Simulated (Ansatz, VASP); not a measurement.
Ir: VASP beside Ansatz

File INCAR:

```
SYSTEM = Ir
PREC = Accurate ; ENCUT = 520
EDIFF = 1E-7 ; ISMEAR = 0
SIGMA = 0.1 ; LREAL = .False.
LASPH = .True. ; NELM = 150
ALGO = Fast ; ISIF = 2
LWAVE = .False. ; LCHARG = .False.
ISPIN = 2 ; MAGMOM = 1 1
LORBIT = 11 ; LMAXMIX = 4
GGA = PE ; NBANDS = 20
```

Contents of KPOINTS:

```
Automatic mesh
0
Gamma
  2 6 2
  0 0 0
```

POSCAR

```
Ir
1.0
   12.2384552500      0.0000000000      0.0000000000
    0.0000000000      2.2334312600      0.0000000000
    0.0000000000      0.0000000000      7.1930008000
Ir
2
Direct
    0.2500000000      0.0000000000      0.1639884000
    0.7500000000      0.0000000000      0.8360116000
```

Input for Ansatz:

```yaml
crystal:
  lattice:
    - [12.23845525, 0.0, 0.0]
    - [0.0, 2.23343126, 0.0]
    - [0.0, 0.0, 7.1930008]
  atoms:
    - { symbol: Ir, position: [0.25, 0.0, 0.1639884], spin: 1.0 }
    - { symbol: Ir, position: [0.75, 0.0, 0.8360116], spin: 1.0 }
basis:
  ecutwfc: 420
kpoints:
  mp_grid: { grid: [2, 6, 2] }
hamiltonian:
  xc: pbe
scf:
  occupations: { method: gaussian, width: 0.1 }
  lower_state_search: "off"
output:
  forces: true
  stress: true
  eigenvalues: true
  populations: true
magnetization:
  spin_polarized: true
```

This isn't the form of Ir at room conditions, which is fcc.

Alike in both runs: task single point; functional PBE; k mesh 2 × 6 × 2; occupations gaussian, width 0.1 eV; collinear spin.

|  | VASP | Ansatz |
| --- | --- | --- |
| version | VASP 6.6.1 | Ansatz 0.2.0 |
| potentials or method | VASP PAW PBE potentials, release 64 (Ir) | scalar-relativistic, plane waves, PAW |
| plane-wave cutoff (eV) | 520 | 420 |
| valence electrons in the cell | 18 | 34 |

```csv
,VASP,Ansatz,Ansatz less VASP
gap on the k mesh at the Fermi level (eV),none,none,-
pressure (GPa),1.1,1.1,+0.05
largest component of the traceless stress (GPa),2.21,2.28,+0.074
net moment per atom (μB),1.00,1.00,0.000
size of the moment on the site where the two differ most (μB),0.92,0.69,-0.236
```

Site moments also hang on the region over which each program counts them. A gap of «none» marks a metal or a gap that the smearing closes. With one functional, cell and mesh, what is left measures potentials, basis and numerics. The two sets of potentials don't hold the same shells in valence.

Caveats: the k mesh is coarse (spacing up to 0.47 Å⁻¹), so the values aren't converged. Spin-orbit coupling is left out, which matters for the levels of Ir.
